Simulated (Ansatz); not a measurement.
Runs of Ansatz 0.2.0 on BN. The cell holds a slab with vacuum, 8 atoms: a = 2.504 Å, b = 2.504 Å, c = 24.992 Å, α = 90.00°, β = 90.00°, γ = 120.00°. 

| level | cutoff (eV) | gap on the mesh (eV) | largest force (eV/Å) | work function (eV) |
| --- | --- | --- | --- | --- |
| PBE | 420 | 4.34 | (c) | 3.65 |
| LDA | 420 | 4.16 | 0.04 | 4.04 |
| revPBE | 420 | (a) | 0.09 | 3.51 |
| BLYP | 420 | (d) | 0.08 | 3.34 |
| r2SCAN | 500 | (b) | 0.04 | 3.61 |

Alike in all rows: task projected density of states; potentials or basis Ansatz PAW; no spin polarisation; cell the (0 0 1) slab of BN, cut from the database cell, not relaxed; k mesh 12 × 12 × 1; smearing fermi-dirac 0.05 eV.

Estimate the missing entries.

(a) 4.43; (b) 4.90; (c) 0.07; (d) 4.40.

Caveats: the PAW data sets come from PBE, with cores solved anew for the run's functional, which leaves a small shift of forces and pressure (some runs).

A k mesh can miss the band edges.
